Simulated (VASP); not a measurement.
# What goes wrong when the modes of SiC are computed with a bad input

Some phonon runs on SiC get a fault in the input on purpose. Which of them show, and how? The starting structure is a computed structure from the Materials Project.

Main program and level: VASP 6.6.1; Kohn-Sham DFT with plane waves and PAW; LDA.

### 1. The structure

It takes space group P6_3mc (No. 186, hexagonal). The conventional cell has a = 3.076 Å, b = 3.076 Å, c = 10.071 Å, α = 90.00°, β = 90.00°, γ = 120.00°. Si has 4 C at 1.88 to 1.89 Å nearest. Nearest to Si lie 4 C at 1.88 to 1.89 Å. Nearest to C lie 4 Si at 1.88 to 1.89 Å. Nearest to C lie 4 Si at 1.88 to 1.89 Å. Farther neighbours are not listed.

As a file:

```xyz
8
Lattice="3.0757 0.0000 0.0000 -1.5378 2.6636 0.0000 0.0000 0.0000 10.0706" Properties=species:S:1:pos:R:3 pbc="T T T"
Si    0.0000    0.0000    1.8922
Si    0.0000    0.0000    6.9275
Si    0.0000    1.7758    4.4094
Si    1.5378    0.8879    9.4447
C     0.0000    0.0000    0.0046
C     0.0000    0.0000    5.0400
C     0.0000    1.7758    2.5157
C     1.5378    0.8879    7.5510
```

### 2. Reference modes

The cell comes from a relaxation at this level, not shown (81.25 Å³).

INCAR

```
SYSTEM = SiC
PREC = Accurate
ENCUT = 520
EDIFF = 1E-08
NELM = 100
ISMEAR = 0
SIGMA = 0.03
LREAL = .FALSE.
ALGO = Normal
GGA = CA
NBANDS = 24
LORBIT = 11
LWAVE = .FALSE.
LCHARG = .FALSE.
KPAR = 8
IBRION = 6
NFREE = 2
POTIM = 0.015
NSW = 1
ISIF = 2
```

POSCAR

```
SiC
1.0
    3.0601431151      0.0000000000      0.0000000000
   -1.5300715575      2.6501616769      0.0000000000
    0.0000000000      0.0000000000     10.0184457506
Si C
4 4
Direct
    0.0000000000      0.0000000000      0.1878885989
    0.0000000000      0.0000000000      0.6878885989
    0.3333333333      0.6666666667      0.4378480517
    0.6666666667      0.3333333333      0.9378480517
    0.0000000000      0.0000000000      0.0004568242
    0.0000000000      0.0000000000      0.5004568242
    0.3333333333      0.6666666667      0.2498055252
    0.6666666667      0.3333333333      0.7498055252
```

KPOINTS

```
Automatic mesh
0
Gamma
9 9 2
0 0 0
```

PAW data sets: Si and C (LDA family, release 64).

Started as:

```console
mpirun -np 8 vasp_std
```

Log:

```text
[banner, memory and clock lines left out]
running    8 mpi-ranks, on    1 nodes
 distrk:  each k-point on    1 cores,    8 groups
 distr:  one band on    1 cores,    1 groups

 POSCAR found type information on POSCAR SiC
 POSCAR found :  2 types and       8 ions
|                                                                             |
|           W    W    AA    RRRRR   N    N  II  N    N   GGGG   !!!           |
|           W    W   A  A   R    R  NN   N  II  NN   N  G    G  !!!           |
|           W    W  A    A  R    R  N N  N  II  N N  N  G       !!!           |
|           W WW W  AAAAAA  RRRRR   N  N N  II  N  N N  G  GGG   !            |
|           WW  WW  A    A  R   R   N   NN  II  N   NN  G    G                |
|           W    W  A    A  R    R  N    N  II  N    N   GGGG   !!!           |
|                                                                             |
|     For optimal performance we recommend to set                             |
|       NCORE = 2 up to number-of-cores-per-socket                            |
|     NCORE specifies how many cores store one orbital (NPAR=cpu/NCORE).      |
|     This setting can greatly improve the performance of VASP for DFT.       |
|     The default, NCORE=1 might be grossly inefficient on modern             |
|     multi-core architectures or massively parallel machines. Do your        |
|     Unfortunately you need to use the default for GW and RPA                |
|     calculations (for HF NCORE is supported but not extensively tested      |
|     yet).                                                                   |
|                                                                             |

 LDA part: xc-table for (Slater(with rela. corr.)+CA(PZ))
 , standard interpolation
 POSCAR, INCAR and KPOINTS ok, starting setup
 FFT: planning ... GRIDC
 FFT: planning ... GRID_SOFT
 FFT: planning ... GRID
 WAVECAR not read
 entering main loop
       N       E                     dE             d eps       ncg     rms          rms(c)
DAV:   1     0.712194035753E+02    0.71219E+02   -0.14632E+04  1152   0.121E+03
DAV:   2    -0.677300581062E+02   -0.13895E+03   -0.12975E+03  1560   0.203E+02
DAV:   3    -0.748449636962E+02   -0.71149E+01   -0.70675E+01  1536   0.441E+01
DAV:   4    -0.749452375110E+02   -0.10027E+00   -0.10016E+00  1496   0.618E+00
DAV:   5    -0.749472966295E+02   -0.20591E-02   -0.20587E-02  1528   0.828E-01    0.185E+01
DAV:   6    -0.669276084782E+02    0.80197E+01   -0.23803E+01  1464   0.220E+01    0.853E+00
DAV:   7    -0.666612937460E+02    0.26631E+00   -0.22073E+00  1584   0.699E+00    0.339E+00
DAV:   8    -0.665903749085E+02    0.70919E-01   -0.13566E-01  1408   0.181E+00    0.112E+00
DAV:   9    -0.665793348369E+02    0.11040E-01   -0.19125E-02  1480   0.748E-01    0.158E-01
DAV:  10    -0.665794277897E+02   -0.92953E-04   -0.94256E-04  1472   0.175E-01    0.849E-02
DAV:  11    -0.665794369830E+02   -0.91933E-05   -0.33842E-05  1504   0.390E-02    0.215E-02
DAV:  12    -0.665794323454E+02    0.46377E-05   -0.91325E-06  1456   0.148E-02    0.937E-03
DAV:  13    -0.665794318628E+02    0.48252E-06   -0.20728E-06  1504   0.645E-03    0.173E-03
DAV:  14    -0.665794318907E+02   -0.27843E-07   -0.70522E-08  1480   0.170E-03    0.745E-04
DAV:  15    -0.665794318987E+02   -0.80204E-08   -0.14140E-09  1072   0.235E-04
   1 F= -.66579432E+02 E0= -.66579432E+02  d E =-.919033E-23
[... from here on, the cycles between the ionic steps are left out ...]
   2 F= -.66577129E+02 E0= -.66577129E+02  d E =-.377850E-20
   3 F= -.66577129E+02 E0= -.66577129E+02  d E =-.378019E-20
   4 F= -.66575997E+02 E0= -.66575997E+02  d E =-.203932E-11
   5 F= -.66575870E+02 E0= -.66575870E+02  d E =-.177098E-21
   6 F= -.66577154E+02 E0= -.66577154E+02  d E =-.470595E-22
   7 F= -.66577154E+02 E0= -.66577154E+02  d E =-.469480E-22
   8 F= -.66576004E+02 E0= -.66576004E+02  d E =-.287549E-23
   9 F= -.66575896E+02 E0= -.66575896E+02  d E =-.331335E-23
  10 F= -.66577181E+02 E0= -.66577181E+02  d E =-.439747E-22
  11 F= -.66577181E+02 E0= -.66577181E+02  d E =-.439106E-22
  12 F= -.66576253E+02 E0= -.66576253E+02  d E =-.400272E-23
  13 F= -.66576377E+02 E0= -.66576377E+02  d E =-.474045E-12
  14 F= -.66577180E+02 E0= -.66577180E+02  d E =-.143646E-21
  15 F= -.66577180E+02 E0= -.66577180E+02  d E =-.144051E-21
  16 F= -.66576316E+02 E0= -.66576316E+02  d E =-.213124E-22
 Finite differences progress:
  Degree of freedom:   8/  8
  Displacement:        1/  2
  Total:              15/ 16
 bond charge predicted
       N       E                     dE             d eps       ncg     rms          rms(c)
DAV:   1    -0.665805139387E+02   -0.41978E-02   -0.21367E+00  1200   0.895E+00    0.430E-01
DAV:   2    -0.665773069476E+02    0.32070E-02   -0.19889E-02  1520   0.988E-01    0.155E-01
DAV:   3    -0.665763912279E+02    0.91572E-03   -0.27177E-03  1512   0.438E-01    0.582E-02
DAV:   4    -0.665764353087E+02   -0.44081E-04   -0.12461E-03  1456   0.208E-01    0.448E-02
DAV:   5    -0.665764286736E+02    0.66351E-05   -0.33396E-05  1504   0.365E-02    0.270E-02
DAV:   6    -0.665764247278E+02    0.39458E-05   -0.16993E-05  1504   0.225E-02    0.574E-03
DAV:   7    -0.665764241617E+02    0.56610E-06   -0.15204E-06  1768   0.983E-03    0.246E-03
DAV:   8    -0.665764241455E+02    0.16170E-07   -0.87709E-07  1480   0.510E-03    0.116E-03
DAV:   9    -0.665764241394E+02    0.61009E-08   -0.54797E-08  1512   0.140E-03
  17 F= -.66576424E+02 E0= -.66576424E+02  d E =-.110634E-10
 Finite differences progress:
  Degree of freedom:   8/  8
  Displacement:        2/  2
  Total:              16/ 16
```

It took 2.2 min on 8 MPI ranks of Intel Xeon Platinum 8259CL at 2.50GHz (Skylake/Cascade Lake), shared host; peak memory 3 GiB.

The logs omit lines about the potential files and the build; timing stands in the text.

(Part 1 of 3 ends here.)

[Lines on the potential files, build, host, timing and source positions are cut from VASP's logs without a mark.]

[Logs are printed without paths, hosts, clocks, repeated set-up lines and the standing remarks that a program may print on its own settings, such as how far it seeks lower states.]

[Hosts, paths, dates, database ids (printed as entryN), source tags and the programs' standing remarks are cut or masked in the printed files.]
